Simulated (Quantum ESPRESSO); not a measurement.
Set up this calculation in Quantum ESPRESSO 7.5, as the native input.

```
Task                : single point
Functional          : PBE
Potentials or basis : SSSP 1.3 efficiency PBE
Cutoff              : 748 eV
Density cutoff      : 5987 eV
k mesh              : 8 × 8 × 8
Occupations         : fermi-dirac, width 0.05 eV
Spin                : no spin polarisation
Mixing beta         : 0.5
Most SCF iterations : 120
SCF threshold       : 4e-10 Ry
```

The system is MgS.

```xyz
2
Lattice="0.0000 2.8331 2.8331 2.8331 0.0000 2.8331 2.8331 2.8331 0.0000" Properties=species:S:1:pos:R:3 pbc="T T T"
S     1.4166    1.4166    1.4166
Mg    0.0000    0.0000    0.0000
```

The cell comes from a database or a generator and needn't be the stable form of this composition.

One way to write it, as run:

pw.in

```
&CONTROL
  calculation = 'scf'
  prefix = 'pwscf'
  outdir = './tmp'
  pseudo_dir = './pseudo'
  tprnfor = .true.
  tstress = .true.
  disk_io = 'nowf'
/
&SYSTEM
  ibrav = 0
  nat = 2
  ntyp = 2
  ecutwfc = 55
  ecutrho = 440
  nbnd = 9
  occupations = 'smearing'
  smearing = 'fd'
  degauss = 0.00367493
/
&ELECTRONS
  conv_thr = 4d-10
  electron_maxstep = 120
  mixing_beta = 0.5
/
ATOMIC_SPECIES
S     32.0600 s_pbe_v1.4.uspp.F.UPF
Mg    24.3050 Mg.pbe-n-kjpaw_psl.0.3.0.UPF
CELL_PARAMETERS angstrom
   0.0000000000    2.8331200468    2.8331200468
   2.8331200468    0.0000000000    2.8331200468
   2.8331200468    2.8331200468    0.0000000000
ATOMIC_POSITIONS crystal
S      0.2500000000    0.2500000000    0.2500000000
Mg     0.0000000000    0.0000000000    0.0000000000
K_POINTS automatic
8 8 8 0 0 0
```

Potentials or basis: SSSP 1.3 efficiency PBE.

Command:

```console
$ OMP_NUM_THREADS=1 pw.x -in pw.in > pw.out
```

Results of the run:

```yaml
Pressure: 0.8 GPa
Band_gap_on_the_k_mesh: 3.45 eV, direct
```

Wall time 12 s on 1 thread of Intel(R) Xeon(R) 6975P-C (Granite Rapids), on a shared host, peak memory 0.24 GiB.
